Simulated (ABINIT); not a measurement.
A run of ABINIT 10.8.3 (patched build) is set up as follows.

File run.abi:

```
# Datasets: one volume each
ndtset 7
getwfk -1
scalecart1 3*0.9795861087
scalecart2 3*0.9864848297
scalecart3 3*0.9932883884
scalecart4 3*1.0000000000
scalecart5 3*1.0066227096
scalecart6 3*1.0131594038
scalecart7 3*1.0196128224

# Pseudopotentials
pp_dirpath "./"
pseudos "Ni.upf"

# Structure
acell 4.5290414022 4.5290414022 4.5290414022
rprim
    -0.5773502692     0.5773502692     0.5773502692
     0.5773502692    -0.5773502692     0.5773502692
     0.5773502692     0.5773502692    -0.5773502692
ntypat 1
znucl 28
natom 1
typat 1
xred
     0.0000000000     0.0000000000     0.0000000000

# Plane-wave basis
ecut 49.0

# k points
kptopt 1
ngkpt 13 13 13
nshiftk 1
shiftk 0.0 0.0 0.0

# Exchange and correlation
ixc -116133

# Bands and occupations
nband 14
occopt 3
tsmear 0.00183747

# Spin
nsppol 2
spinat
     0.0000000000     0.0000000000     1.0000000000

# SCF cycle
nstep 100
tolvrs 1.0e-10

# Output
iomode 3
prtwf 1
prtden 0
prteig 0
prtebands 0
enunit 1
```

Potentials or basis: PseudoDojo NC SR PBEsol v0.4.1 standard.

Launch:

```console
$ abinit run.abi > log 2>&1
```

(1) Predict the bulk modulus.

(2) Estimate the pressure derivative of the bulk modulus.

Results:

(1) 221 GPa.

(2) 4.8.

Caveat: pressures at fixed basis lie under the slope of the energies.
